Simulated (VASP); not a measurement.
## PbSe (Clausthalite): single point with PBE

**What was measured.**

A printed reference work, monograph reports, for a bulk crystal of PbSe at 4.2 K: band gap 0.15 eV (direct).

Crystal: PbSe (Clausthalite).

```
CELL_PARAMETERS angstrom
0.00000 3.10878 3.10878
3.10878 0.00000 3.10878
3.10878 3.10878 0.00000
ATOMIC_POSITIONS crystal
Pb 0.00000 0.00000 0.00000
Se 0.50000 0.50000 0.50000
```

| Property | Result |
| --- | --- |
| Program | VASP 6.6.1 |
| Task | single point |
| Functional | PBE |
| Potentials or basis | VASP PAW PBE potentials, release 64 (Pb_d, Se) |
| Cutoff | 520 eV |
| k mesh | 8 × 8 × 8 |
| Occupations | fermi-dirac, width 0.05 eV |
| Spin | no spin polarisation |
| Dipole correction | no |
| Further INCAR settings | ALGO = Normal; EDIFF = 1e-06; NBANDS = 17 |

| Property | Result |
| --- | --- |
| Pressure | 0.0 GPa |
| Band gap on the k mesh | 0.44 eV, direct |

Levels at points of the mesh, in eV from the valence-band top:
```csv
k point,band 6,band 7,band 8,band 9,band 10,band 11,band 12,band 13,band 14,band 15
"(0.00, 0.00, 0.00)",-13.17,-6.34,-1.64,-1.64,-1.64,4.64,4.64,4.64,6.65,6.65
"(0.50, 0.00, 0.00)",-12.22,-8.52,-1.26,-1.26,0.00,0.44,1.83,1.83,8.53,10.10
"(0.50, 0.50, 0.00)",-11.91,-7.28,-4.57,-2.91,-2.91,3.92,5.47,5.47,5.88,11.23
```

Wall time 54 s on 1 thread of Intel Xeon 6975P-C, with other jobs on the host, peak memory 0.21 GiB.

Measured gap of PbSe: 0.15 eV (direct; 4.2 K; a printed reference work, monograph). This calculation gives 0.44 eV (+0.29 eV). 2 values of this kind are on record (0.15 to 0.28 eV); this one was drawn at random. Spin-orbit coupling on Pb, Se is left out. The value is that of PBE on a finite k mesh, which can miss the band edges, without temperature or zero-point motion.

Caveat: spin-orbit coupling is left out, which moves the levels of the heavy elements.
